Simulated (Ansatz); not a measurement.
# Al2Pt (Fm-3m) in Ansatz: settings compared

Aim: see how the results for Al2Pt move with the level of theory and the settings. Levels: PBEsol, PBEsol+D3(BJ). Tasks: relaxation of cell and atoms.

Everything below comes from runs of Ansatz 0.2.0. Logs are shortened: lines on timing, memory, paths and dates and some standing lists are left out, and cuts for length are marked.

## (1) The structure

It takes space group Fm-3m (No. 225, cubic). The conventional cell has a = 5.910 Å, b = 5.910 Å, c = 5.910 Å, α = 90.00°, β = 90.00°, γ = 90.00°. Pt (site symmetry m-3m) has 8 Al at 2.56 Å as nearest neighbours. Around Al (site symmetry -43m) lie 4 Pt at 2.56 Å.

## (2) Relaxation of cell and atoms, PBEsol

input.yaml reads:

```yaml
crystal:
  lattice:
    - [0.0, 2.955, 2.955]
    - [2.955, 0.0, 2.955]
    - [2.955, 2.955, 0.0]
  atoms:
    - { symbol: Pt, position: [0.0, 0.0, 0.0] }
    - { symbol: Al, position: [0.75, 0.75, 0.75] }
    - { symbol: Al, position: [0.25, 0.25, 0.25] }
hamiltonian:
  xc: pbesol
  pseudopotentials: { kind: paw }
kpoints:
  mp_grid: { grid: [8, 8, 8] }
scf:
  occupations: { method: fermi_dirac, width: 0.05 }
output:
  forces: true
  stress: true
  eigenvalues: true
relax:
  f_tol: 0.01
  max_steps: 40
  cell: { stress_tol: 0.05 }
```

Potentials or basis: Ansatz PAW.

Run with:

```
> ansatz run input.yaml --threads 2 --pin off --max-ram 5632MiB --backend cpu --events-out ev --progress --plain --runs-dir out
```

Standard output:

```text
Warning: RAYON_NUM_THREADS=2 ignored (pool sized by the plan → 2); use --threads N
Engine: ansatz 0.2.0, x86_64-unknown-linux-gnu
Pseudopotentials: kind: paw
Pseudopotential: Pt, paw, valence charge 18, recommended cutoff 420 eV (normal), Pt.paw.azcp
Pseudopotential: Al, paw, valence charge 3, recommended cutoff 420 eV (normal), Al.paw.azcp
Functional definition: PBEsol
  exchange = pbesol_x
  correlation = pbesol_c
Crystal: 3 atoms, lattice volume = 51.606 Å³
Basis set: ecut = 420 eV, 965 PW (Γ), exchange–correlation on 60×60×60 points (8 copies of the dense FFT grid, shifted against one another)
Bands: 16, of which v1, the nominal top of the filled ones, is band 12 counted from 1 (11 counted from 0)
Symmetry: 48 space group operations
Space group: Fm-3m (ITA 225), of the structure as read, at distance tolerance 3.7e-5 Å
k-points: 29 of 512
Non-local potential: Pt, projectors of the file, l = 0: 3, l = 1: 2, l = 2: 2, l = 3: 1
Non-local potential: Al, projectors of the file, l = 0: 2, l = 1: 2, l = 2: 1
PAW form: soft (Blöchl's): semilocal exchange-correlation on the pseudo side does not see the compensation charge
PAW frozen core: Pt, regenerated for the run's functional, and the local potential with it (the file was generated under x = pbe(κ = 0.804, μ = 0.2195149727645171), c = pbe(β = 0.06672455060314922))
PAW frozen core: Al, regenerated for the run's functional, and the local potential with it (the file was generated under x = pbe(κ = 0.804, μ = 0.2195149727645171), c = pbe(β = 0.06672455060314922))
PAW one-centre angular grid: Pt, 590 points (default); XC on 64 Gauss nodes
PAW one-centre angular grid: Al, 110 points (default); XC on 64 Gauss nodes
Initial density: superposition of atomic densities (neutral atoms: chi_scale 0, normalization atom), corrected by the library's trained network
Initial wavefunctions: pseudopotential atomic-orbital guess
Functional: x = pbesol(κ = 0.804, μ = 0.12345679012345678), c = pbesol(β = 0.046)
SCF iter   1: F=—  HF=-13435.504262 eV  |F-HF|=—  |Δ(HF+E_count)|=         —  Δρ=1.99e-3  dr2=2.81e-3  ethr=1.77e-3  ⟨swp⟩=5.9  Hψ=2432  notcnv=0
preconditioner: auto → Kerker (q_TF=auto, 2.401 Å⁻¹)  [metal: Δε(μ)=0.098 eV  Ē_g=8.302 eV  σ=0.050 eV  W_gap=0.44  n_scr=14 (ndim 8)  ℏωp=20.7 eV  f_vac=0.001  D(μ)=1.48/eV (n_scr^D=14)]
SCF iter   2: F=—  HF=-13435.504127 eV  |F-HF|=—  |Δ(HF+E_count)|=   1.35e-4  Δρ=7.54e-4  dr2=3.05e-4  ethr=1.17e-5  ⟨swp⟩=2.4  Hψ=880  notcnv=0
SCF iter   3: F=—  HF=-13435.504113 eV  |F-HF|=—  |Δ(HF+E_count)|=   1.46e-5  Δρ=3.13e-4  dr2=6.54e-5  ethr=1.27e-6  ⟨swp⟩=1.3  Hψ=508  notcnv=0
SCF iter   4: F=—  HF=-13435.504088 eV  |F-HF|=—  |Δ(HF+E_count)|=   2.48e-5  Δρ=8.39e-5  dr2=6.25e-6  ethr=2.72e-7  ⟨swp⟩=2.2  Hψ=669  notcnv=0
SCF iter   5: F=—  HF=-13435.504089 eV  |F-HF|=—  |Δ(HF+E_count)|=   9.71e-7  Δρ=1.90e-5  dr2=1.81e-7  ethr=2.60e-8  ⟨swp⟩=2.1  Hψ=613  notcnv=0
SCF iter   6: F=-13435.504089 eV  HF=-13435.504089 eV  |F-HF|=1.66e-9  |Δ(HF+E_count)|=   3.16e-8  Δρ=3.65e-6  dr2=8.37e-9  ethr=4.17e-10  ⟨swp⟩=4.7  Hψ=1599  notcnv=0
SCF 1 converged in 6 iterations: F = -13435.504089 eV  dr2 = 8.37e-9
relax step   1: F+E_penalty+E_count = -13435.50408908 eV  Δ(F+E_penalty+E_count) = +0.000e0 eV  max|allowed force component| = 1.002e-17 eV/Å  Δτ_max = 0.0000 Å  P = -0.927 GPa  Ω = 51.606 Å³  (6 SCF iters, dr2 threshold 1.00e-7 eV, accepted)
Crystal: 3 atoms, lattice volume = 51.149 Å³
Initial density: handed on by an earlier stage of this run
Initial wavefunctions: those handed on with the density
iter 1 solved again at ethr=2.16e-6 eV; its pass at ethr=3.10e-3 eV (dr2=5.19e-4 eV) is discarded
SCF iter   1: F=—  HF=-13435.505326 eV  |F-HF|=—  |Δ(HF+E_count)|=         —  Δρ=9.18e-4  dr2=6.18e-4  ethr=2.16e-6  ⟨swp⟩=2.0  Hψ=2748  notcnv=0
preconditioner: auto → Kerker (q_TF=auto, 2.405 Å⁻¹)  [metal: Δε(μ)=0.098 eV  Ē_g=8.372 eV  σ=0.050 eV  W_gap=0.44  n_scr=14 (ndim 8)  ℏωp=20.8 eV  f_vac=0.000  D(μ)=1.46/eV (n_scr^D=14)]
SCF iter   2: F=—  HF=-13435.505177 eV  |F-HF|=—  |Δ(HF+E_count)|=   1.48e-4  Δρ=3.50e-4  dr2=3.53e-5  ethr=2.16e-6  ⟨swp⟩=2.2  Hψ=641  notcnv=0
SCF iter   3: F=—  HF=-13435.505150 eV  |F-HF|=—  |Δ(HF+E_count)|=   2.75e-5  Δρ=1.60e-4  dr2=7.76e-6  ethr=1.47e-7  ⟨swp⟩=1.6  Hψ=615  notcnv=0
SCF iter   4: F=—  HF=-13435.505149 eV  |F-HF|=—  |Δ(HF+E_count)|=   4.55e-7  Δρ=2.60e-5  dr2=6.42e-7  ethr=3.23e-8  ⟨swp⟩=2.1  Hψ=770  notcnv=0
SCF iter   5: F=-13435.505150 eV  HF=-13435.505150 eV  |F-HF|=6.81e-9  |Δ(HF+E_count)|=   8.32e-8  Δρ=8.83e-6  dr2=4.19e-8  ethr=1.25e-9  ⟨swp⟩=4.1  Hψ=1533  notcnv=0
SCF 2 converged in 5 iterations: F = -13435.505150 eV  dr2 = 4.19e-8
relax step   2: F+E_penalty+E_count = -13435.50514955 eV  Δ(F+E_penalty+E_count) = -1.060e-3 eV  max|allowed force component| = 9.560e-17 eV/Å  Δτ_max = 0.0000 Å  P = +0.296 GPa  Ω = 51.149 Å³  energy of the carried Pulay correction = +1.463e-4 eV  (5 SCF iters, dr2 threshold 3.00e-7 eV, accepted)
Crystal: 3 atoms, lattice volume = 51.259 Å³
iter 1 solved again at ethr=1.17e-7 eV; its pass at ethr=3.10e-3 eV (dr2=2.80e-5 eV) is discarded
SCF iter   1: F=—  HF=-13435.505246 eV  |F-HF|=—  |Δ(HF+E_count)|=         —  Δρ=2.20e-4  dr2=3.53e-5  ethr=1.17e-7  ⟨swp⟩=2.0  Hψ=2669  notcnv=0
preconditioner: auto → Kerker (q_TF=auto, 2.404 Å⁻¹)  [metal: Δε(μ)=0.101 eV  Ē_g=8.367 eV  σ=0.050 eV  W_gap=0.46  n_scr=14 (ndim 8)  ℏωp=20.7 eV  f_vac=0.000  D(μ)=1.45/eV (n_scr^D=14)]
SCF iter   2: F=—  HF=-13435.505215 eV  |F-HF|=—  |Δ(HF+E_count)|=   3.08e-5  Δρ=8.64e-5  dr2=2.09e-6  ethr=1.17e-7  ⟨swp⟩=2.4  Hψ=681  notcnv=0
SCF iter   3: F=—  HF=-13435.505215 eV  |F-HF|=—  |Δ(HF+E_count)|=   3.84e-7  Δρ=3.86e-5  dr2=4.15e-7  ethr=9.14e-10  ⟨swp⟩=5.1  Hψ=1914  notcnv=0
SCF iter   4: F=-13435.505214 eV  HF=-13435.505214 eV  |F-HF|=1.45e-9  |Δ(HF+E_count)|=   3.89e-8  Δρ=5.48e-6  dr2=2.57e-8  ethr=9.14e-10  ⟨swp⟩=4.7  Hψ=1801  notcnv=0
SCF 3 converged in 4 iterations: F = -13435.505214 eV  dr2 = 2.57e-8
relax step   3: F+E_penalty+E_count = -13435.50521449 eV  Δ(F+E_penalty+E_count) = -6.494e-5 eV  max|allowed force component| = 7.401e-17 eV/Å  Δτ_max = 0.0000 Å  P = -0.004 GPa  Ω = 51.259 Å³  energy of the carried Pulay correction = +1.110e-4 eV  (4 SCF iters, dr2 threshold 2.19e-7 eV, accepted)
Initial wavefunctions: pseudopotential atomic-orbital guess (no wavefunctions were taken with the density)
iter 1 solved again at ethr=3.51e-8 eV; its pass at ethr=3.10e-3 eV (dr2=8.42e-6 eV) is discarded
SCF iter   1: F=—  HF=-13435.505154 eV  |F-HF|=—  |Δ(HF+E_count)|=         —  Δρ=1.02e-5  dr2=3.19e-8  ethr=3.51e-8  ⟨swp⟩=3.9  Hψ=3850  notcnv=0
preconditioner: auto → Kerker (q_TF=auto, 2.404 Å⁻¹)  [metal: Δε(μ)=0.101 eV  Ē_g=8.365 eV  σ=0.050 eV  W_gap=0.45  n_scr=14 (ndim 8)  ℏωp=20.7 eV  f_vac=0.000  D(μ)=1.46/eV (n_scr^D=14)]
SCF iter   2: F=—  HF=-13435.505128 eV  |F-HF|=—  |Δ(HF+E_count)|=   2.63e-5  Δρ=5.96e-6  dr2=1.65e-8  ethr=1.33e-10  ⟨swp⟩=2.1  Hψ=719  notcnv=0
SCF iter   3: F=—  HF=-13435.505128 eV  |F-HF|=—  |Δ(HF+E_count)|=   2.60e-9  Δρ=1.43e-6  dr2=1.41e-9  ethr=6.90e-11  ⟨swp⟩=1.7  Hψ=628  notcnv=0
SCF iter   4: F=—  HF=-13435.505128 eV  |F-HF|=—  |Δ(HF+E_count)|=  2.66e-10  Δρ=3.98e-7  dr2=6.54e-11  ethr=5.85e-12  ⟨swp⟩=1.9  Hψ=601  notcnv=0
SCF iter   5: F=-13435.505128 eV  HF=-13435.505128 eV  |F-HF|=3.64e-12  |Δ(HF+E_count)|=  1.82e-12  Δρ=1.04e-7  dr2=4.50e-12  ethr=1.00e-12  ⟨swp⟩=6.0  Hψ=1945  notcnv=0
SCF 4 converged in 5 iterations: F = -13435.505128 eV  dr2 = 4.50e-12
relax step   4: F+E_penalty+E_count = -13435.50512776 eV  Δ(F+E_penalty+E_count) = +8.673e-5 eV  max|allowed force component| = 8.018e-17 eV/Å  Δτ_max = 0.0000 Å  P = -0.005 GPa  Ω = 51.259 Å³  stress off target by 5.31e-3 GPa  SCF on the basis re-selected at this cell (its energy is not comparable with the rows above)  (5 SCF iters)
basis re-selected at this cell: Δ(F+E_penalty+E_count) = +8.673e-5 eV, ΔP = -0.002 GPa vs the last step (what re-selecting the basis moved, of the pressure what is left beyond the Pulay correction that the steps carried, after the strain that the cell walked since its last selection, with what the two solves' SCF thresholds leave and, on support functions, any second-order correction that the steps lacked; it is no measure of the basis error at this ecutwfc). This SCF's stress stands 5.31e-3 GPa from its target on what of the cell is left free (relax.cell.stress_tol is 5.00e-2 GPa) and its largest allowed force component is 8.02e-17 eV/Å (relax.f_tol is 1.00e-2 eV/Å): within both
SCF converged after 5 iterations
Free energy (F): -13435.505128 eV
Harris-Foulkes:  -13435.505128 eV  (|F-HF|=3.64e-12)
Internal energy: -13435.492801 eV  (E = F + TS)
E sigma→0 (E₀):  -13435.498965 eV
Entropy (-TS):   -0.012327 eV (-4.109 meV/atom)
Fermi energy:    11.348315 eV
--- Per-component energies (eV) ---
  E_band       = -312.094462
  E_kinetic    = 687.700672
  E_local      = -2696.794186  (includes V_loc(G=0)·N_el)
  E_nonlocal   = 220.973596
  E_hartree    = 1069.568404
  E_xc         = -341.279944
  E_vxc        = -363.577869  (∫ρ·V_xc dr)
  E_paw        = -10226.001678  (= ΣΔE_a)
  E_vpaw       = -299.533555  (= ΣTr[D̂ρ^β])
  E_aug_tail   = 0.000178  (compensation charges beyond the density's cutoff)
  E_ewald      = -2149.985103
  E_core_change = 0.325259  (= ΣΔE_core)
  E_smearing   = -0.012327  (= −TS)
  E_closure    = -0.000000  (closes the sum)
  Σ components = -13435.505128   (vs F -13435.505128, Δ=0.00e0)
--- Forces (eV/Å), atoms counted from 1 ---
  atom   1  Pt    -0.00000000     0.00000000    -0.00000000
  atom   2  Al    -0.00000000    -0.00000000    -0.00000000
  atom   3  Al     0.00000000    -0.00000000     0.00000000
  max |Σ_I F_I| component: 5.09e-17 eV/Å
--- Stress (GPa, compression-positive) ---
       -0.005309       0.000000       0.000000
        0.000000      -0.005309       0.000000
        0.000000       0.000000      -0.005309
  P = ⅓ Tr σ = -0.0053 GPa (-0.053 kbar)
--- Band table (eV; the first three rows and the last of 29) ---
  k-point 0: bands = ["-87.5326", "-41.7318", "-41.7318", "-41.7318", "1.1030", "6.2861", "6.2861", "6.2861", "7.6486", "7.6486", "14.4118", "15.1778", "15.1778", "15.1778", "16.8415", "16.8415"]
  k-point 1: bands = ["-87.5326", "-41.7322", "-41.7319", "-41.7319", "1.3189", "6.1623", "6.3566", "6.3566", "7.6258", "7.6258", "13.0234", "14.6418", "14.6418", "14.7331", "17.2995", "17.3553"]
  k-point 2: bands = ["-87.5326", "-41.7332", "-41.7321", "-41.7321", "1.9405", "5.8692", "6.5042", "6.5042", "7.6308", "7.6308", "10.4826", "13.6601", "13.6601", "15.1610", "16.8203", "16.8792"]
  k-point 28: bands = ["-87.5326", "-41.7336", "-41.7336", "-41.7328", "5.3405", "5.3405", "5.9453", "6.2357", "7.5642", "8.0921", "8.5817", "8.5817", "10.4853", "16.6163", "16.6163", "17.5025"]
--- Relaxed structure (3 steps of the walk, 3 accepted, 1 SCFs on fresh bases) ---
  F+E_penalty+E_count = -13435.50512776 eV   max|allowed force component| = 8.018e-17 eV/Å   (the final SCF, on the basis selected at the relaxed cell)
  cell:  # Å, volume = 51.2591 Å³
    - [-4.458450528783641e-35, 2.948358206080244, 2.948358206080244]
    - [2.948358206080244, 5.095372032895591e-34, 2.948358206080244]
    - [2.948358206080244, 2.948358206080244, 1.8470723619246513e-34]
  atoms:
    - { symbol: Pt, position: [-2.9544931147345357e-35, 5.098715034158894e-35, 2.1680898250248104e-35] }
    - { symbol: Al, position: [0.7499999999999999, 0.7499999999999999, 0.7499999999999999] }
    - { symbol: Al, position: [0.25, 0.25, 0.25] }
```

Wall time 3.2 s (2 threads of AMD EPYC 7R43 (Zen 3), shared host); peak memory 0.38 GiB.

Results:

* Free energy: -13435.5051 eV
* Relaxed volume: 17.09 Å³/atom
* Relaxed cell: a = 4.170 Å, b = 4.170 Å, c = 4.170 Å, α = 60.00°, β = 60.00°, γ = 60.00°
* Space group after relaxing (to 0.05 Å): Fm-3m (No. 225)
* Energy gained by relaxing: 0.3 meV/atom
* Ionic steps: 4
* Pressure after relaxing: 0.0 GPa
* Band gap on the k mesh: none (metal or under the smearing width)

The path:
```tsv
step	energy change (eV)	largest force (eV/Å)	volume (Å³)
1	0.0000	0.0000	51.61
2	-0.0011	0.0000	51.15
3	-0.0011	0.0000	51.26
4	-0.0010	0.0000	51.26
```

Final structure:
```
Pt Al
1.0
     0.00000    2.94836    2.94836
     2.94836    0.00000    2.94836
     2.94836    2.94836    0.00000
Pt Al
1 2
Cartesian
  0.0000 0.0000 0.0000
  4.4225 4.4225 4.4225
  1.4742 1.4742 1.4742
```

Caveat: the plane-wave basis is chosen anew once the cell has moved, so the energies of steps on either side of that aren't comparable; the PAW data sets come from PBE, with cores solved anew for the run's functional, which leaves a small shift of forces and pressure. The run has no spin-orbit coupling, so splittings on Pt are missing.

## (3) Relaxation of cell and atoms, PBEsol+D3(BJ)

Edit input.yaml of step 2 so:

```diff
@@ -12,2 +12,3 @@
   pseudopotentials: { kind: paw }
+  dispersion: d3bj
 kpoints:
@@ -20,2 +21,6 @@
   eigenvalues: true
+  write_density: true
+  write_potential: true
+  elf: true
+  volumetric_format: npy
 relax:
```

Potentials or basis: Ansatz PAW.

Run with:

```
> ansatz run input.yaml --threads 2 --pin off --max-ram 5632MiB --backend cpu --events-out ev --progress --plain --runs-dir out
```

Standard output:

```text
Warning: RAYON_NUM_THREADS=2 ignored (pool sized by the plan → 2); use --threads N
Engine: ansatz 0.2.0, x86_64-unknown-linux-gnu
Pseudopotentials: kind: paw
Pseudopotential: Pt, paw, valence charge 18, recommended cutoff 420 eV (normal), Pt.paw.azcp
Pseudopotential: Al, paw, valence charge 3, recommended cutoff 420 eV (normal), Al.paw.azcp
Functional definition: PBEsol
  exchange = pbesol_x
  correlation = pbesol_c
Crystal: 3 atoms, lattice volume = 51.606 Å³
Basis set: ecut = 420 eV, 965 PW (Γ), exchange–correlation on 60×60×60 points (8 copies of the dense FFT grid, shifted against one another)
Bands: 16, of which v1, the nominal top of the filled ones, is band 12 counted from 1 (11 counted from 0)
Symmetry: 48 space group operations
Space group: Fm-3m (ITA 225), of the structure as read, at distance tolerance 3.7e-5 Å
k-points: 29 of 512
Non-local potential: Pt, projectors of the file, l = 0: 3, l = 1: 2, l = 2: 2, l = 3: 1
Non-local potential: Al, projectors of the file, l = 0: 2, l = 1: 2, l = 2: 1
PAW form: soft (Blöchl's): semilocal exchange-correlation on the pseudo side does not see the compensation charge
PAW frozen core: Pt, regenerated for the run's functional, and the local potential with it (the file was generated under x = pbe(κ = 0.804, μ = 0.2195149727645171), c = pbe(β = 0.06672455060314922))
PAW frozen core: Al, regenerated for the run's functional, and the local potential with it (the file was generated under x = pbe(κ = 0.804, μ = 0.2195149727645171), c = pbe(β = 0.06672455060314922))
PAW one-centre angular grid: Pt, 590 points (default); XC on 64 Gauss nodes
PAW one-centre angular grid: Al, 110 points (default); XC on 64 Gauss nodes
Initial density: superposition of atomic densities (neutral atoms: chi_scale 0, normalization atom), corrected by the library's trained network
[... 71 lines left out ...]
  E_vpaw       = -299.820585  (= ΣTr[D̂ρ^β])
  E_aug_tail   = 0.000177  (compensation charges beyond the density's cutoff)
  E_ewald      = -2169.614288
  E_disp       = -1.254872  (pairwise vdW)
  E_core_change = 0.325259  (= ΣΔE_core)
  E_smearing   = -0.011992  (= −TS)
  E_closure    = -0.000000  (closes the sum)
  Σ components = -13436.743193   (vs F -13436.743193, Δ=0.00e0)
--- Forces (eV/Å), atoms counted from 1 ---
  atom   1  Pt     0.00000000    -0.00000000     0.00000000
  atom   2  Al     0.00000000    -0.00000000    -0.00000000
  atom   3  Al    -0.00000000     0.00000000     0.00000000
  max |Σ_I F_I| component: 3.24e-17 eV/Å
--- Stress (GPa, compression-positive) ---
       -0.008474       0.000000       0.000000
        0.000000      -0.008474       0.000000
        0.000000       0.000000      -0.008474
  P = ⅓ Tr σ = -0.0085 GPa (-0.085 kbar)
--- Band table (eV; the first three rows and the last of 29) ---
  k-point 0: bands = ["-87.1809", "-41.3879", "-41.3879", "-41.3879", "1.3312", "6.5616", "6.5616", "6.5616", "7.9542", "7.9542", "15.0451", "15.6213", "15.6213", "15.6213", "17.4207", "17.4207"]
  k-point 1: bands = ["-87.1809", "-41.3884", "-41.3880", "-41.3880", "1.5519", "6.4397", "6.6341", "6.6341", "7.9305", "7.9305", "13.4826", "15.1065", "15.1065", "15.3440", "17.8022", "17.8739"]
  k-point 2: bands = ["-87.1809", "-41.3894", "-41.3882", "-41.3882", "2.1866", "6.1520", "6.7849", "6.7849", "7.9367", "7.9367", "10.8929", "14.1185", "14.1185", "15.7386", "17.3805", "17.4052"]
  k-point 28: bands = ["-87.1809", "-41.3900", "-41.3900", "-41.3890", "5.6404", "5.6404", "6.2541", "6.4940", "7.8814", "8.4249", "8.9466", "8.9466", "10.8925", "17.1609", "17.1609", "17.9742"]
--- Relaxed structure (4 steps of the walk, 4 accepted, 1 SCFs on fresh bases) ---
  F+E_penalty+E_count = -13436.74319307 eV   max|allowed force component| = 7.710e-17 eV/Å   (the final SCF, on the basis selected at the relaxed cell)
  cell:  # Å, volume = 49.8803 Å³
    - [5.09537203289559e-35, 2.921683479538272, 2.921683479538272]
    - [2.921683479538272, -1.8598107920068906e-33, 2.921683479538272]
    - [2.921683479538272, 2.921683479538272, -2.063625673322714e-33]
  atoms:
    - { symbol: Pt, position: [8.804605177055824e-35, -4.544449226326162e-35, -1.3110021748775973e-34] }
    - { symbol: Al, position: [0.75, 0.75, 0.75] }
    - { symbol: Al, position: [0.25, 0.25, 0.25] }
```

v_z.tsv:

```text
# z_ang	v_es[eV]	v_tot[eV]
# format = ansatz-planar-average/11
# xc	pbesol
# density_cutoff_ev	1680
# datasets	Pt=:simpson_from_first_knot:soft:shift=-937721	Al=:simpson_from_first_knot:soft:shift=-732380
# lattice	0.000000000	2.921683480	2.921683480
# lattice	2.921683480	-0.000000000	2.921683480
# lattice	2.921683480	2.921683480	-0.000000000
# sites	3
# site	78	-0.000000000	-0.000000000	0.000000000
# site	13	4.382525219	4.382525219	4.382525219
# site	13	1.460841740	1.460841740	1.460841740
0.000000	-1.874842e0	-1.519500e1
0.137729	-1.708940e0	-1.495942e1
0.275459	-1.164609e0	-1.425102e1
0.413188	-1.662500e-1	-1.303341e1
0.550918	1.272556e0	-1.129228e1
0.688647	3.012160e0	-9.154598e0
[... 22 lines left out ...]
3.856425	-1.164609e0	-1.425102e1
3.994155	-1.708940e0	-1.495942e1
```

Run time: 6.8 s. Hardware: 2 threads of AMD EPYC 7R43 (Zen 3), shared host; peak memory 0.39 GiB.

What came out:

```
Free energy                            : -13436.7432 eV
Relaxed volume                         : 16.63 Å³/atom
Relaxed cell                           : a = 4.132 Å, b = 4.132 Å, c = 4.132 Å, α = 60.00°, β = 60.00°, γ = 60.00°
Space group after relaxing (to 0.05 Å) : Fm-3m (No. 225)
Energy gained by relaxing              : 8.7 meV/atom
Ionic steps                            : 5
Pressure after relaxing                : 0.0 GPa
Band gap on the k mesh                 : none (metal or under the smearing width)
```

Step by step:
```csv
step,energy change (eV),largest force (eV/Å),volume (Å³)
1,0.0000,0.0000,51.61
2,-0.0238,0.0000,49.33
3,-0.0265,0.0000,49.91
4,-0.0266,0.0000,49.88
5,-0.0261,0.0000,49.88
```

Final structure:
```cif
data_structure
_symmetry_space_group_name_H-M 'P 1'
_symmetry_Int_Tables_number 1
_cell_length_a 4.1319
_cell_length_b 4.1319
_cell_length_c 4.1319
_cell_angle_alpha 60.000
_cell_angle_beta 60.000
_cell_angle_gamma 60.000
_cell_volume 49.88
loop_
_atom_site_label
_atom_site_type_symbol
_atom_site_fract_x
_atom_site_fract_y
_atom_site_fract_z
_atom_site_occupancy
Pt1 Pt 0.00000 0.00000 0.00000 1
Al1 Al 0.75000 0.75000 0.75000 1
Al2 Al 0.25000 0.25000 0.25000 1
```

Caveat: the plane-wave basis is chosen anew once the cell has moved, so the energies of steps on either side of that aren't comparable; pairwise dispersion overbinds metals, which lowers pressure and volume; the PAW data sets come from PBE, with cores solved anew for the run's functional, which leaves a small shift of forces and pressure.
